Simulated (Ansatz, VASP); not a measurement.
## SrO: VASP beside Ansatz

INCAR

```
PREC = Accurate ; ENCUT = 520
EDIFF = 1E-6 ; ISMEAR = 0
SIGMA = 0.01 ; LREAL = False
LASPH = True ; NELM = 80
ALGO = Normal ; ISIF = 2
LWAVE = False ; LCHARG = True
GGA = PE ; LELF = True
LVHAR = True ; NBANDS = 15
```

Contents of KPOINTS:

```
regular mesh
0
Gamma
  6 6 6
```

POSCAR

```
SrO
1.0
    0.0000000000      2.7780492459      2.7780492459
    2.7780492459      0.0000000000      2.7780492459
    2.7780492459      2.7780492459      0.0000000000
Sr O
1 1
Direct
    0.0000000000      0.0000000000      0.0000000000
    0.2500000000      0.2500000000      0.2500000000
```

Input for Ansatz:

```yaml
crystal:
  lattice:
    - [0.0, 2.7780492459, 2.7780492459]
    - [2.7780492459, 0.0, 2.7780492459]
    - [2.7780492459, 2.7780492459, 0.0]
  atoms:
    - { symbol: Sr, position: [0.0, 0.0, 0.0] }
    - { symbol: O, position: [0.25, 0.25, 0.25] }
kpoints:
  mp_grid: { grid: [6, 6, 6] }
hamiltonian:
  xc: pbe
scf:
  occupations: { method: fixed }
  n_extra_bands: 4
output:
  forces: true
  stress: true
  eigenvalues: true
```

Alike in both runs: task single point; functional PBE; k mesh 6 × 6 × 6; no spin polarisation.

|  | VASP | Ansatz |
| --- | --- | --- |
| version | VASP 6.6.1 | Ansatz 0.2.0 |
| potentials or method | VASP PAW PBE potentials, release 64 (Sr_sv, O) | plane waves, PAW |
| plane-wave cutoff (eV) | 520 | 420 |
| occupations | gaussian, width 0.01 eV | fixed |
| valence electrons in the cell | 16 | 16 |

|  | VASP | Ansatz | Ansatz less VASP |
| --- | --- | --- | --- |
| gap on the k mesh at the Fermi level (eV) | 2.57 | 2.56 | -0.006 |
| pressure (GPa) | 2.5 | 2.0 | -0.51 |

A k mesh can miss the band edges. A hybrid or GW would open this gap; PBE tends to underestimate it.
